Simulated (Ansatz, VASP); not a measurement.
**Two plane-wave programs on TaN**

```xyz
2
Lattice="0.0000 2.1933 2.1933 2.1933 0.0000 2.1933 2.1933 2.1933 0.0000" Properties=species:S:1:pos:R:3 pbc="T T T"
Ta    0.0000    0.0000    0.0000
N     2.1933    2.1933    2.1933
```

Alike in both runs: task relaxation of cell and atoms; functional PBE; k mesh 16 × 16 × 16; occupations gaussian, width 0.1 eV; no spin polarisation.

```csv
,VASP,Ansatz
version,VASP 6.6.1,Ansatz 0.2.0
potentials or method,"VASP PAW PBE potentials, release 64 (Ta_pv, N)","scalar-relativistic, plane waves, PAW"
plane-wave cutoff (eV),600,420
valence electrons in the cell,16,18
```

|  | VASP | Ansatz | Ansatz less VASP |
| --- | --- | --- | --- |
| gap on the k mesh at the Fermi level, each at its own relaxed structure (eV) | none | none | - |
| relaxed volume (Å³/atom) | 10.80 | 10.77 | -0.022 |
| relaxed cell length with the largest relative difference (Å) | 3.126 | 3.123 | -0.0021 |
| energy change over the relaxation (meV/atom) | -6 | -5 | +1.1 |

A gap of «none» marks a metal or a gap that the smearing closes. The two sets of potentials don't hold the same shells in valence.

The runs have no spin-orbit coupling, so splittings on Ta are missing. PBE usually gives volumes a little too large and moduli too small. Zero-point motion and thermal expansion aren't in these numbers.
